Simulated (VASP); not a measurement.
The system is ZnSe.

```
Zn Se
1.0
     0.00000    2.83244    2.83244
     2.83244    0.00000    2.83244
     2.83244    2.83244    0.00000
Zn Se
1 1
Direct
  0.00000 0.00000 0.00000
  0.25000 0.25000 0.25000
```

The cell is a database's computed one.

- Program: VASP 6.6.1
- Task: relaxation of cell and atoms
- Functional: RPBE
- Potentials or basis: VASP PAW PBE potentials, release 64 (Zn, Se)
- Cutoff: 600 eV
- k mesh: 8 × 8 × 8
- Occupations: gaussian, width 0.02 eV
- Spin: no spin polarisation

At the start: pressure 4.7 GPa; volume 22.72 Å³/atom.

Problem. How do energy, volume and symmetry change on relaxing?

Solution. Over 3 steps the energy falls by 25.0 meV/atom and the volume is 24.56 Å³/atom (+8.1 %); space group F-43m (No. 216, to 0.05 Å).

The path:
```tsv
step	energy change (eV)	largest force (eV/Å)	pressure (GPa)	volume (Å³)
1	0.0000	0.0000	4.68	45.45
2	-0.0479	0.0000	-0.79	49.95
3	-0.0500	0.0000	0.02	49.12
```

Final structure:
```cif
data_structure
_symmetry_space_group_name_H-M 'P 1'
_symmetry_Int_Tables_number 1
_cell_length_a 4.1107
_cell_length_b 4.1107
_cell_length_c 4.1107
_cell_angle_alpha 60.000
_cell_angle_beta 60.000
_cell_angle_gamma 60.000
_cell_volume 49.12
loop_
_atom_site_label
_atom_site_type_symbol
_atom_site_fract_x
_atom_site_fract_y
_atom_site_fract_z
_atom_site_occupancy
Zn1 Zn 0.00000 0.00000 0.00000 1
Se1 Se 0.25000 0.25000 0.25000 1
```

Caveat: the PAW data sets were made with another functional, which shifts forces and pressure a little.
